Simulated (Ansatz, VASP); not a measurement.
## SnSe2: VASP beside Ansatz

Contents of POSCAR:

```
SnSe2
1.0
    3.8109987816      0.0000000000      0.0000000000
   -1.9054993908      3.3004217586      0.0000000000
    0.0000000000      0.0000000000      6.1983700000
Sn Se
1 2
Direct
    0.0000000000      0.0000000000      0.0000000000
    0.3333333333      0.6666666667      0.2500000000
    0.6666666667      0.3333333333      0.7500000000
```

INCAR.step1

```
SYSTEM = SnSe2
ALGO = Normal
EDIFF = 1E-4
ENCUT = 520
GGA = PE
ISMEAR = 0
LASPH = .True.
LCHARG = .False.
LREAL = .False.
LWAVE = .True.
NBANDS = 20
NELM = 100
PREC = Accurate
SIGMA = 0.05
```

INCAR.step2

```
SYSTEM = SnSe2
ALGO = Normal
EDIFF = 1E-6
ENCUT = 520
ISIF = 2
ISMEAR = 0
ISTART = 1
LASPH = .True.
LCHARG = .False.
LMIXTAU = .True.
LREAL = .False.
LWAVE = .False.
METAGGA = R2SCAN
NBANDS = 20
NELM = 100
PREC = Accurate
SIGMA = 0.05
```

The input KPOINTS:

```
k-points
0
Gamma
  9 9 6
  0 0 0
```

Input for Ansatz:

```yaml
crystal:
  lattice:
    - [3.8109987816, 0.0, 0.0]
    - [-1.9054993908, 3.3004217586, 0.0]
    - [0.0, 0.0, 6.19837]
  atoms:
    - { symbol: Sn, position: [0.0, 0.0, 0.0] }
    - { symbol: Se, position: [0.3333333333, 0.6666666667, 0.25] }
    - { symbol: Se, position: [0.6666666667, 0.3333333333, 0.75] }
basis:
  ecutwfc: 500
kpoints:
  mp_grid: { grid: [9, 9, 6] }
hamiltonian:
  xc: r2scan
scf:
  occupations: { method: gaussian, width: 0.05 }
output:
  forces: true
  stress: true
  eigenvalues: true
```

Change from the starting cell: strain +0.0100 x Voigt [0, 0, 1, 0, 0, 0], atoms carried along.

Alike in both runs: task single point; functional r2SCAN; k mesh 9 × 9 × 6; occupations gaussian, width 0.05 eV; no spin polarisation.

|  | VASP | Ansatz |
| --- | --- | --- |
| version | VASP 6.6.1 | Ansatz 0.2.0 |
| potentials or method | VASP PAW PBE potentials, release 64 (Sn_d, Se) | scalar-relativistic, plane waves, PAW |
| plane-wave cutoff (eV) | 520 | 500 |
| valence electrons in the cell | 26 | 46 |

VASP gave:

| Property | Result |
| --- | --- |
| gap on the k mesh at the Fermi level (eV) | 1.01 |
| least direct gap on the mesh (eV) | 1.57 |
| pressure (GPa) | 2.6 |
| largest component of the traceless stress (GPa) | 0.44 |
| rms of the force components (eV/Å) | 0.144 |

Question: What did Ansatz give for the same quantities?

Answer: gap on the k mesh at the Fermi level (eV): 1.01; least direct gap on the mesh (eV): 1.57; pressure (GPa): 2.5; largest component of the traceless stress (GPa): 0.45; rms of the force components (eV/Å): 0.137.

Atom by atom the forces differ by 0.007 eV/Å (rms over components). The functional is the same, so the differences come from potentials, cutoffs and numerics. The two sets of potentials don't hold the same shells in valence.

Caveats: the PAW data sets were made with another functional, which shifts forces and pressure a little (VASP); spin-orbit coupling is left out, which moves the levels of the heavy elements; an odd mesh through Γ misses points on the zone boundary, where band edges often lie; the cell's inner coordinates are idealised or old, which leaves forces on the atoms.
